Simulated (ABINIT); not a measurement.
# Hf (P6_3/mmc) in ABINIT: notebook

The runs below take Hf through band structure, with WC, HCTH407, PBE, AM05, LDA-PZ.

All numbers are computed with ABINIT 10.8.3 (patched build); they aren't measurements. Logs are shortened: lines on timing, memory, paths and dates and some standing lists are left out, and cuts for length are marked. The log counts tension as positive stress, the text compression.

### Step 1. The crystal as given

It takes space group P6_3/mmc (No. 194, hexagonal). The conventional cell has a = 3.197 Å, b = 3.197 Å, c = 5.058 Å, α = 90.00°, β = 90.00°, γ = 120.00°. Hf (site symmetry -6m2) is surrounded by 12 Hf at 3.13 to 3.20 Å.

### Step 2. Band structure, WC

Contents of run.abi:

```
# Datasets: ground state, then fixed potential
ndtset 2

# Pseudopotentials
pp_dirpath "./"
pseudos "Hf.GGA_PBE-JTH.xml"

# Structure
acell 3*1.0
rprim
     6.0408875026     0.0000000000     0.0000000000
    -3.0204437513     5.2315620387     0.0000000000
     0.0000000000     0.0000000000     9.5578567931
ntypat 1
znucl 72
natom 2
typat 1 1
xred
     0.6666666667     0.3333333333     0.7500000000
     0.3333333333     0.6666666667     0.2500000000

# Plane-wave basis
ecut 462.593566 eV
pawecutdg 34.0

# Exchange and correlation
ixc 23

# Bands and occupations
occopt 3
tsmear 0.05 eV

# SCF cycle
nstep 100

# Output
iomode 3
prtwf 0
prteig 0
prtebands 0
prtden1 1

# Dataset 1
kptopt1 1
ngkpt1 10 10 5
nshiftk1 1
shiftk1 0.0 0.0 0.0
nband1 16
tolvrs1 1.0e-9

# Dataset 2: bands along G-M-K-G-A-L-H-A
iscf2 -2
getden2 1
nband2 20
nbdbuf2 2
tolwfr2 1.0e-12
kptopt2 -7
ndivsm2 5
prteig2 1
prtvol2 -3
kptbounds2
     0.0000000000     0.0000000000     0.0000000000
     0.5000000000     0.0000000000     0.0000000000
     0.3333333333     0.3333333333     0.0000000000
     0.0000000000     0.0000000000     0.0000000000
     0.0000000000     0.0000000000     0.5000000000
     0.5000000000     0.0000000000     0.5000000000
     0.3333333333     0.3333333333     0.5000000000
     0.0000000000     0.0000000000     0.5000000000
```

Potentials or basis: JTH PAW PBE v2.0.

Started as:

```sh
$ abinit run.abi > log 2>&1
```

run.abo:

```text
.Version 10.8.3 of ABINIT
 DATASET    1 : space group P6_3/m m c (#194); Bravais hP (primitive hexag.)
================================================================================
 Values of the parameters that define the memory need for DATASET  1.
     intxc =       0    ionmov =       0      iscf =      17    lmnmax =      18
     lnmax =       6     mgfft =      36  mpssoang =       3    mqgrid =    3001
     natom =       2  nloc_mem =       2    nspden =       1   nspinor =       1
    nsppol =       1      nsym =      24    n1xccc =       1    ntypat =       1
    occopt =       3   xclevel =       2
       mpw =        1032          nfft =       20736          nkpt =          42
 PAW method is used; the additional fine FFT grid is defined by:
   mgfftf=        54    nfftf =     55296
================================================================================
================================================================================

 DATASET    2 : space group P6_3/m m c (#194); Bravais hP (primitive hexag.)
================================================================================
 Values of the parameters that define the memory need for DATASET  2.
     intxc =       0    ionmov =       0      iscf =      -2    lmnmax =      18
     lnmax =       6     mgfft =      36  mpssoang =       3    mqgrid =    3001
     natom =       2  nloc_mem =       2    nspden =       1   nspinor =       1
    nsppol =       1      nsym =      24    n1xccc =       1    ntypat =       1
    occopt =       3   xclevel =       2
       mpw =        1033          nfft =       20736          nkpt =          56
 PAW method is used; the additional fine FFT grid is defined by:
   mgfftf=        54    nfftf =     55296
================================================================================
================================================================================

--------------------------------------------------------------------------------
------------- Echo of variables that govern the present computation ------------
--------------------------------------------------------------------------------
 -outvars: echo values of preprocessed input variables --------
            acell      1.0000000000E+00  1.0000000000E+00  1.0000000000E+00 Bohr
              amu      1.78490000E+02
             ecut      1.70000000E+01 Hartree
           getden1          0
           getden2          1
             iscf1         17
             iscf2         -2
              ixc          23
           jdtset        1    2
           kptopt1          1
           kptopt2         -7
         kptrlatt       10    0    0      0   10    0      0    0    5
          kptrlen1     4.77892840E+01
[... 747 lines left out ...]
cartesian_forces: null
force_length_stats: {min: null, max: null, mean: null, }
...

 Integrated electronic density in atomic spheres:
 ------------------------------------------------
 Atom  Sphere_radius  Integrated_density
    1        2.41119          9.49159106
    2        2.41119          9.49159106

================================================================================

 ----iterations are completed or convergence reached----

 Mean square residual over all n,k,spin=   50.780E-14; max=  99.900E-14
 reduced coordinates (array xred) for    2 atoms
       0.666666666667      0.333333333333      0.750000000000
       0.333333333333      0.666666666667      0.250000000000

 cartesian coordinates (angstrom) at end:
    1      1.59834999891799     0.92280780214238     3.79334999741376
    2     -0.00000000000000     1.84561560428476     1.26444999913792
 length scales=  1.000000000000  1.000000000000  1.000000000000 bohr
              =  0.529177210544  0.529177210544  0.529177210544 angstroms
 Eigenvalues (hartree) for nkpt=  56  k points:
 kpt#   1, nband= 20, wtk=  1.00000, kpt=  0.0000  0.0000  0.0000 (reduced coord)
  -2.34020   -2.33757   -1.20556   -1.17798   -1.17798   -1.17346   -1.17326   -1.17326
  -0.33684   -0.20226   -0.04094   -0.02277   -0.02277   -0.01262    0.00734    0.00734
   0.03056    0.03056    0.13021    0.13021
 kpt#   2, nband= 20, wtk=  1.00000, kpt=  0.0556  0.0000  0.0000 (reduced coord)
  -2.34014   -2.33756   -1.20527   -1.17863   -1.17821   -1.17394   -1.17360   -1.17335
  -0.33339   -0.19882   -0.04566   -0.03320   -0.01953   -0.00432    0.00357    0.01043
   0.02574    0.02718    0.13296    0.13954
 kpt#   3, nband= 20, wtk=  1.00000, kpt=  0.1111  0.0000  0.0000 (reduced coord)
  -2.33998   -2.33749   -1.20440   -1.18047   -1.17882   -1.17585   -1.17401   -1.17360
  -0.32326   -0.18896   -0.05840   -0.04951   -0.00985   -0.00740    0.00823    0.01533
   0.01846    0.01959    0.13981    0.16255
 kpt#   4, nband= 20, wtk=  1.00000, kpt=  0.1667  0.0000  0.0000 (reduced coord)
  -2.33972   -2.33741   -1.20301   -1.18328   -1.17973   -1.17872   -1.17469   -1.17401
  -0.30713   -0.17427   -0.07584   -0.06652   -0.02072    0.00399    0.00600    0.00710
   0.02211    0.03447    0.14811    0.19215
 kpt#   5, nband= 20, wtk=  1.00000, kpt=  0.2222  0.0000  0.0000 (reduced coord)
[... 193 lines left out ...]
  -0.24129   -0.24129   -0.07751   -0.07751   -0.03767   -0.03767   -0.00795   -0.00795
   0.10315    0.10315    0.11549    0.11549
 kpt#  54, nband= 20, wtk=  1.00000, kpt=  0.0606  0.0606  0.5000 (reduced coord)
  -2.33875   -2.33875   -1.19050   -1.19050   -1.17710   -1.17710   -1.17618   -1.17618
  -0.25351   -0.25351   -0.06924   -0.06924   -0.03163   -0.03163   -0.01810   -0.01810
   0.10691    0.10691    0.11162    0.11162
 kpt#  55, nband= 20, wtk=  1.00000, kpt=  0.0303  0.0303  0.5000 (reduced coord)
  -2.33886   -2.33886   -1.19017   -1.19017   -1.17604   -1.17604   -1.17578   -1.17578
  -0.26143   -0.26143   -0.06276   -0.06276   -0.02801   -0.02801   -0.02465   -0.02465
   0.10938    0.10938    0.11032    0.11032
 kpt#  56, nband= 20, wtk=  1.00000, kpt=  0.0000  0.0000  0.5000 (reduced coord)
  -2.33889   -2.33889   -1.19008   -1.19008   -1.17564   -1.17564   -1.17564   -1.17564
  -0.26417   -0.26417   -0.06026   -0.06026   -0.02689   -0.02689   -0.02689   -0.02689
   0.11018    0.11018    0.11018    0.11018

== END DATASET(S) ==============================================================
================================================================================

 -outvars: echo values of variables after computation  --------
            acell      1.0000000000E+00  1.0000000000E+00  1.0000000000E+00 Bohr
           etotal1    -1.0022671990E+02
            fcart1    -3.5658935506E-28  1.4411387209E-27 -0.0000000000E+00
                       3.5658935506E-28 -1.4411387209E-27 -0.0000000000E+00
            rprim      6.0408875026E+00  0.0000000000E+00  0.0000000000E+00
                      -3.0204437513E+00  5.2315620387E+00  0.0000000000E+00
                       0.0000000000E+00  0.0000000000E+00  9.5578567931E+00
           strten1     1.2845067197E-04  1.2845067114E-04  1.4494019780E-04
                       0.0000000000E+00  0.0000000000E+00  0.0000000000E+00
           xangst      1.5983499989E+00  9.2280780214E-01  3.7933499974E+00
                      -2.7817247100E-16  1.8456156043E+00  1.2644499991E+00
             xred      6.6666666667E-01  3.3333333333E-01  7.5000000000E-01
                       3.3333333333E-01  6.6666666667E-01  2.5000000000E-01
 Calculation completed.
```

Run time: 40 s. Hardware: 1 thread of Arm Neoverse V1, shared host; peak memory 0.12 GiB.

What came out:

```
Free energy                                           : -2727.3080 eV
Band gap on the k mesh                                : none (metal or under the smearing width)
Valence electrons inside the program's atomic spheres : Hf 9.49 (radii [1.2759] Å)
```

Levels at the corners of the path, in eV from the Fermi level:
```
point  band 9  band 10  band 11  band 12  band 13  band 14  band 15  band 16
    Γ   -7.37    -3.71     0.68     1.18     1.18     1.45     2.00     2.00
    M   -3.35    -2.74    -2.21    -0.77     0.78     0.88     1.68     5.90
    K   -2.12    -1.78    -1.78    -1.41     0.37     0.37     2.05     5.21
    Γ   -7.37    -3.71     0.68     1.18     1.18     1.45     2.00     2.00
    A   -5.39    -5.39     0.16     0.16     1.07     1.07     1.07     1.07
    L   -3.40    -3.40    -0.98    -0.98     1.21     1.21     2.65     2.65
    H   -1.77    -1.77    -1.44    -1.44    -0.17    -0.17     2.52     2.52
    A   -5.39    -5.39     0.16     0.16     1.07     1.07     1.07     1.07
```

Caveat: the cutoff is too short for stress, so the log's stress isn't used; the PAW data sets were made with another functional, which shifts forces and pressure a little; spin-orbit coupling is left out, which moves the levels of the heavy elements.

### Step 3. Band structure, HCTH407

run.abi, as its differences from that of step 2:

```diff
@@ -22,3 +22,3 @@
 # Plane-wave basis
-ecut 462.593566 eV
+ecut 17.0
 pawecutdg 34.0
@@ -26,3 +26,3 @@
 # Exchange and correlation
-ixc 23
+ixc 27
 
@@ -57,3 +57,3 @@
 kptopt2 -7
-ndivsm2 5
+ndivsm2 8
 prteig2 1
```

Potentials or basis: JTH PAW PBE v2.0.

Started as:

```sh
$ abinit run.abi > log 2>&1
```

It took 61 s on 1 thread of Arm Neoverse V1, shared host; peak memory 0.12 GiB.

Results (log left out):

```yaml
Free_energy: -2744.2435 eV
Band_gap_on_the_k_mesh: none (metal or under the smearing width)
Valence_electrons_inside_the_program's_atomic_spheres: Hf 9.47 (radii [1.2759] Å)
```

Levels at the corners of the path, in eV from the Fermi level:
| point | band 10 | band 11 | band 12 | band 13 | band 14 | band 15 |
| --- | --- | --- | --- | --- | --- | --- |
| Γ | -3.60 | 0.33 | 1.25 | 1.25 | 1.51 | 2.08 |
| M | -2.78 | -2.28 | -0.92 | 0.85 | 0.86 | 1.62 |
| K | -1.73 | -1.73 | -1.71 | 0.39 | 0.39 | 1.94 |
| Γ | -3.60 | 0.33 | 1.25 | 1.25 | 1.51 | 2.08 |
| A | -5.45 | 0.18 | 0.18 | 1.15 | 1.15 | 1.15 |
| L | -3.41 | -0.89 | -0.89 | 0.98 | 0.98 | 2.68 |
| H | -1.67 | -1.66 | -1.66 | -0.15 | -0.15 | 2.52 |
| A | -5.45 | 0.18 | 0.18 | 1.15 | 1.15 | 1.15 |

Caveat: the cutoff is too short for stress, so the log's stress isn't used; the PAW data sets were made with another functional, which shifts forces and pressure a little; spin-orbit coupling is left out, which moves the levels of the heavy elements.

### Step 4. Band structure, PBE

run.abi, as its differences from that of step 3:

```diff
@@ -5,10 +5,10 @@
 pp_dirpath "./"
-pseudos "Hf.GGA_PBE-JTH.xml"
+pseudos "Hf.upf"
 
 # Structure
-acell 3*1.0
+acell 3*1.0 Angstrom
 rprim
-     6.0408875026     0.0000000000     0.0000000000
-    -3.0204437513     5.2315620387     0.0000000000
-     0.0000000000     0.0000000000     9.5578567931
+     3.1967000000     0.0000000000     0.0000000000
+    -1.5983500000     2.7684234083     0.0000000000
+     0.0000000000     0.0000000000     5.0578000000
 ntypat 1
@@ -22,7 +22,6 @@
 # Plane-wave basis
-ecut 17.0
-pawecutdg 34.0
+ecut 789.130201 eV
 
 # Exchange and correlation
-ixc 27
+ixc 11
 
@@ -30,3 +29,3 @@
 occopt 3
-tsmear 0.05 eV
+tsmear 0.00183747
 
@@ -48,3 +47,3 @@
 nband1 16
-tolvrs1 1.0e-9
+tolvrs1 1.0e-10
 
@@ -57,5 +56,4 @@
 kptopt2 -7
-ndivsm2 8
+ndivsm2 6
 prteig2 1
-prtvol2 -3
 kptbounds2
```

Potentials or basis: PseudoDojo NC SR PBE v0.4.1 standard.

Started as:

```sh
$ abinit run.abi > log 2>&1
```

run.abo:

```text
.Version 10.8.3 of ABINIT
 DATASET    1 : space group P6_3/m m c (#194); Bravais hP (primitive hexag.)
================================================================================
 Values of the parameters that define the memory need for DATASET  1.
     intxc =       0    ionmov =       0      iscf =       7    lmnmax =       8
     lnmax =       8     mgfft =      48  mpssoang =       4    mqgrid =    3001
     natom =       2  nloc_mem =       1    nspden =       1   nspinor =       1
    nsppol =       1      nsym =      24    n1xccc =    2501    ntypat =       1
    occopt =       3   xclevel =       2
       mpw =        2275          nfft =       43200          nkpt =          42
================================================================================
================================================================================

 DATASET    2 : space group P6_3/m m c (#194); Bravais hP (primitive hexag.)
================================================================================
 Values of the parameters that define the memory need for DATASET  2.
     intxc =       0    ionmov =       0      iscf =      -2    lmnmax =       8
     lnmax =       8     mgfft =      48  mpssoang =       4    mqgrid =    3001
     natom =       2  nloc_mem =       1    nspden =       1   nspinor =       1
    nsppol =       1      nsym =      24    n1xccc =    2501    ntypat =       1
    occopt =       3   xclevel =       2
       mpw =        2285          nfft =       43200          nkpt =          67
[... 847 lines left out ...]
   0.47251    0.48411    0.60202    0.63344
 kpt#   5, nband= 20, wtk=  1.00000, kpt=  0.1818  0.0000  0.0000 (reduced coord)
[... 237 lines left out ...]
   0.20998    0.20998    0.38432    0.38432    0.42358    0.42358    0.44539    0.44539
   0.56354    0.56354    0.57179    0.57179
 kpt#  65, nband= 20, wtk=  1.00000, kpt=  0.0513  0.0513  0.5000 (reduced coord)
  -1.88246   -1.88246   -0.73384   -0.73384   -0.72032   -0.72032   -0.71964   -0.71964
   0.20093    0.20093    0.39092    0.39092    0.42803    0.42803    0.43784    0.43784
   0.56642    0.56642    0.56953    0.56953
 kpt#  66, nband= 20, wtk=  1.00000, kpt=  0.0256  0.0256  0.5000 (reduced coord)
  -1.88253   -1.88253   -0.73362   -0.73362   -0.71954   -0.71954   -0.71935   -0.71935
   0.19520    0.19520    0.39572    0.39572    0.43066    0.43066    0.43310    0.43310
   0.56819    0.56819    0.56883    0.56883
 kpt#  67, nband= 20, wtk=  1.00000, kpt=  0.0000  0.0000  0.5000 (reduced coord)
  -1.88256   -1.88256   -0.73355   -0.73355   -0.71926   -0.71926   -0.71926   -0.71926
   0.19324    0.19324    0.39750    0.39750    0.43149    0.43149    0.43149    0.43149
   0.56877    0.56877    0.56877    0.56877

== END DATASET(S) ==============================================================
================================================================================

 -outvars: echo values of variables after computation  --------
            acell      1.8897261259E+00  1.8897261259E+00  1.8897261259E+00 Bohr
           etotal1    -1.1282758272E+02
            fcart1    -1.1143417338E-29 -4.5035584998E-29  1.1004711227E-31
                       1.1143417338E-29  4.5035584998E-29 -1.1004711227E-31
            rprim      3.1967000000E+00  0.0000000000E+00  0.0000000000E+00
                      -1.5983500000E+00  2.7684234083E+00  0.0000000000E+00
                       0.0000000000E+00  0.0000000000E+00  5.0578000000E+00
           strten1    -2.5649705308E-05 -2.5649705494E-05 -1.3009526434E-05
                       0.0000000000E+00  0.0000000000E+00  0.0000000000E+00
           xangst      1.5983500000E+00  9.2280780277E-01  3.7933500000E+00
                       5.5947951940E-17  1.8456156055E+00  1.2644500000E+00
             xred      6.6666666667E-01  3.3333333333E-01  7.5000000000E-01
                       3.3333333333E-01  6.6666666667E-01  2.5000000000E-01
 Calculation completed.
```

Wall time 89 s (1 thread of Arm Neoverse V1, shared host); peak memory 0.11 GiB.

What came out:

| Item | Value |
| --- | --- |
| Free energy | -3070.1949 eV |
| Pressure | 0.6 GPa |
| Band gap on the k mesh | none (metal or under the smearing width) |
| Valence electrons inside the program's atomic spheres | Hf 8.40 (radii [1.0584] Å) |

Levels at the corners of the path, in eV from the Fermi level:
| point | band 9 | band 10 | band 11 | band 12 | band 13 | band 14 | band 15 | band 16 |
| --- | --- | --- | --- | --- | --- | --- | --- | --- |
| Γ | -7.38 | -3.70 | 0.63 | 1.19 | 1.19 | 1.47 | 2.02 | 2.02 |
| M | -3.35 | -2.74 | -2.22 | -0.80 | 0.80 | 0.88 | 1.69 | 5.91 |
| K | -2.12 | -1.79 | -1.79 | -1.43 | 0.38 | 0.38 | 2.06 | 5.22 |
| Γ | -7.38 | -3.70 | 0.63 | 1.19 | 1.19 | 1.47 | 2.02 | 2.02 |
| A | -5.40 | -5.40 | 0.16 | 0.16 | 1.08 | 1.08 | 1.08 | 1.08 |
| L | -3.40 | -3.40 | -0.98 | -0.98 | 1.17 | 1.17 | 2.67 | 2.67 |
| H | -1.75 | -1.75 | -1.45 | -1.45 | -0.19 | -0.19 | 2.54 | 2.54 |
| A | -5.40 | -5.40 | 0.16 | 0.16 | 1.08 | 1.08 | 1.08 | 1.08 |

Caveat: spin-orbit coupling is left out, which moves the levels of the heavy elements.

### Step 5. Band structure, AM05

run.abi, as its differences from that of step 4:

```diff
@@ -5,10 +5,10 @@
 pp_dirpath "./"
-pseudos "Hf.upf"
+pseudos "Hf.GGA_PBE-JTH.xml"
 
 # Structure
-acell 3*1.0 Angstrom
+acell 3.1967 3.1967 5.0578 Angstrom
 rprim
-     3.1967000000     0.0000000000     0.0000000000
-    -1.5983500000     2.7684234083     0.0000000000
-     0.0000000000     0.0000000000     5.0578000000
+     1.0000000000     0.0000000000     0.0000000000
+    -0.5000000000     0.8660254038     0.0000000000
+     0.0000000000     0.0000000000     1.0000000000
 ntypat 1
@@ -22,6 +22,7 @@
 # Plane-wave basis
-ecut 789.130201 eV
+ecut 462.593566 eV
+pawecutdg 34.0
 
 # Exchange and correlation
-ixc 11
+ixc -120135
 
@@ -29,3 +30,3 @@
 occopt 3
-tsmear 0.00183747
+tsmear 0.05 eV
 
@@ -39,3 +40,7 @@
 prtebands 0
+enunit 1
 prtden1 1
+prtvha1 1
+prtvclmb1 1
+prtpot1 1
 
@@ -47,3 +52,3 @@
 nband1 16
-tolvrs1 1.0e-10
+tolvrs1 1.0e-9
 
@@ -56,4 +61,5 @@
 kptopt2 -7
-ndivsm2 6
+ndivsm2 5
 prteig2 1
+prtvol2 -3
 kptbounds2
```

Potentials or basis: JTH PAW PBE v2.0.

Started as:

```sh
$ abinit run.abi > log 2>&1
```

Wall time 44 s (1 thread of Arm Neoverse V1, shared host); peak memory 0.13 GiB.

Results (log left out):

| Quantity | Value |
| --- | --- |
| Free energy | -2726.1771 eV |
| Band gap on the k mesh | none (metal or under the smearing width) |
| Valence electrons inside the program's atomic spheres | Hf 9.48 (radii [1.2759] Å) |

Levels at the corners of the path, in eV from the Fermi level:
```tsv
point	band 10	band 11	band 12	band 13	band 14	band 15
Γ	-3.70	0.62	1.20	1.20	1.48	2.02
M	-2.74	-2.22	-0.81	0.80	0.87	1.68
K	-1.79	-1.79	-1.45	0.37	0.37	2.04
Γ	-3.70	0.62	1.20	1.20	1.48	2.02
A	-5.41	0.16	0.16	1.09	1.09	1.09
L	-3.41	-0.97	-0.97	1.16	1.16	2.66
H	-1.76	-1.47	-1.47	-0.18	-0.18	2.53
A	-5.41	0.16	0.16	1.09	1.09	1.09
```

Caveat: the cutoff is too short for stress, so the log's stress isn't used; the PAW data sets were made with another functional, which shifts forces and pressure a little; spin-orbit coupling is left out, which moves the levels of the heavy elements.

(Continued in part 2 of 2.)
